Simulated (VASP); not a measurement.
Write the native input for VASP 6.6.1 that does the following.

```yaml
Task: relaxation of cell and atoms
Functional: LDA
Potentials_or_basis: VASP PAW LDA potentials, release 64 (Al)
Cutoff: 600 eV
k_mesh: 10 × 10 × 10
Occupations: fermi-dirac, width 0.05 eV
Spin: no spin polarisation
Ladder: gaps
Further_INCAR_settings: ALGO = Normal; EDIFF = 1e-07; IBRION = 2; EDIFFG = -0.01; NSW = 60; ISIF = 3
```

The structure of Al lies in POSCAR:

```
Al
1.0
   -1.5912186900      1.5912186900      1.5912186900
    1.5912186900     -1.5912186900      1.5912186900
    1.5912186900      1.5912186900     -1.5912186900
Al
1
Direct
    0.0000000000      0.0000000000      0.0000000000
```

This isn't the form of Al at room conditions, which is fcc.

These files were run (other wordings do the same):

INCAR

```
PREC     = Accurate       # precision mode
ENCUT    = 600            # plane-wave cutoff, eV
EDIFF    = 1E-7           # SCF threshold, eV
ISMEAR   = -1             # smearing method
SIGMA    = 0.05           # smearing width, eV
LREAL    = F              # projectors in reciprocal space
LASPH    = T              # aspherical terms in the spheres
NELM     = 100            # most SCF steps
ALGO     = Normal         # electronic algorithm
ISIF     = 3              # what is computed and relaxed
LWAVE    = F              # write WAVECAR
LCHARG   = F              # write CHGCAR
IBRION   = 2              # ionic algorithm
NSW      = 60             # ionic steps
EDIFFG   = -0.01          # ionic threshold
```

KPOINTS

```
Automatic mesh
0
Gamma
  10 10 10
```

Potentials or basis: VASP PAW LDA potentials, release 64 (Al).

Run with:

```bash
$ cat potpaw_LDA.64/Al/POTCAR > POTCAR
$ mpirun -np 1 vasp_std > vasp.out
```

It gave:

- Relaxed volume: 16.32 Å³/atom
- Relaxed cell: a = 2.768 Å, b = 2.768 Å, c = 2.768 Å, α = 109.47°, β = 109.47°, γ = 109.47°
- Space group after relaxing (to 0.05 Å): Im-3m (No. 229)
- Energy gained by relaxing: 0.6 meV/atom
- Ionic steps: 3
- Pressure after relaxing: 0.0 GPa
- Band gap on the k mesh: none (metal or under the smearing width)

Wall time 3.6 s on 1 thread of Intel(R) Xeon(R) Platinum 8488C (Sapphire Rapids), on a shared host, peak memory 0.12 GiB.
